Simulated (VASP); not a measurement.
Write the native input for VASP 6.6.1 that does the following.

```
Task                   : single point
Functional             : PBE
Potentials or basis    : VASP PAW PBE potentials, release 64 (Bi_d_GW, Te_GW)
Cutoff                 : 450 eV
k mesh                 : 5 × 5 × 5
Occupations            : gaussian, width 0.02 eV
Spin                   : no spin polarisation
Further INCAR settings : ALGO = Fast; EDIFF = 1e-07; NBANDS = 18
```

The structure of BiTe lies in POSCAR:

```
BiTe
1.0
    0.0000000000      3.2350000000      3.2350000000
    3.2350000000      0.0000000000      3.2350000000
    3.2350000000      3.2350000000      0.0000000000
Bi Te
1 1
Direct
    0.0000000000      0.0000000000      0.0000000000
    0.5000000000      0.5000000000      0.5000000000
```

These files were run (other wordings do the same):

INCAR

```
SYSTEM = BiTe
PREC     = Accurate       ! precision mode
ENCUT    = 450            ! plane-wave cutoff, eV
EDIFF    = 1E-7           ! SCF threshold, eV
ISMEAR   = 0              ! smearing method
SIGMA    = 0.02           ! smearing width, eV
LREAL    = .FALSE.        ! projectors in reciprocal space
LASPH    = .TRUE.         ! aspherical terms in the spheres
NELM     = 100            ! most SCF steps
ALGO     = Fast           ! electronic algorithm
ISIF     = 2              ! what is computed and relaxed
LWAVE    = .FALSE.        ! write WAVECAR
LCHARG   = .FALSE.        ! write CHGCAR
GGA      = PE             ! functional
NBANDS   = 18             ! bands
```

KPOINTS

```
regular mesh
0
G
  5 5 5
  0 0 0
```

Potentials or basis: VASP PAW PBE potentials, release 64 (Bi_d_GW, Te_GW).

Run with:

```bash
$ cat potpaw_PBE.64/Bi_d_GW/POTCAR potpaw_PBE.64/Te_GW/POTCAR > POTCAR
$ mpirun -np 1 vasp_std > vasp.out
```

Results of the run:

```
Pressure               : 0.4 GPa
Band gap on the k mesh : none (metal or under the smearing width)
```

Caveat: spin-orbit coupling is left out, which moves the levels of the heavy elements.

Run time: 8 s on 1 thread of Intel(R) Xeon(R) 6975P-C (Granite Rapids) (shared host), peak memory 0.18 GiB.
